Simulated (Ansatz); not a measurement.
# C: the cost of one run

Method: DFT PBE, scalar-relativistic, plane waves, PAW, and further levels as typed in the inputs, in Ansatz 0.2.0.

## Step 1: The starting structure

It takes space group P6/mmm (No. 191, hexagonal). Conventional cell: a = 2.460 Å, b = 2.460 Å, c = 16.000 Å, α = 90.00°, β = 90.00°, γ = 120.00°. C (site symmetry -6m2) has 3 C at 1.42 Å as nearest neighbours.

As a file:

```xyz
2
Lattice="2.4600 0.0000 0.0000 -1.2300 2.1304 0.0000 0.0000 0.0000 16.0000" Properties=species:S:1:pos:R:3 pbc="T T T"
C     0.0000    0.0000    8.0000
C     0.0000    1.4203    8.0000
```

## Step 2: Single point: C2 sheet, no spin

Contents of input.yaml:

```yaml
crystal:
  lattice:
    - [2.46, 0.0, 0.0]
    - [-1.23, 2.1304224933, 0.0]
    - [0.0, 0.0, 16.0]
  atoms:
    - { symbol: C, position: [0.0, 0.0, 0.5] }
    - { symbol: C, position: [0.3333333333, 0.6666666667, 0.5] }
scf:
  occupations: { method: gaussian, width: 0.02 }
output:
  forces: true
  stress: false
  write_density: true
  write_potential: true
  elf: true
  volumetric_format: npy
kpoints:
  mp_grid: { grid: [36, 36, 1] }
efield:
  axis: 3
  dipole_correction: true
hamiltonian:
  xc: pbe
```

Launch:

```console
$ ansatz run input.yaml --threads 4 --pin off --max-ram 11264MiB --backend cpu --events-out ev --progress --plain --runs-dir out
```

Q: Estimate wall time and peak memory on 4 threads of Arm Neoverse V1, shared host.

About 3.9 s, with a peak of 0.45 GiB.
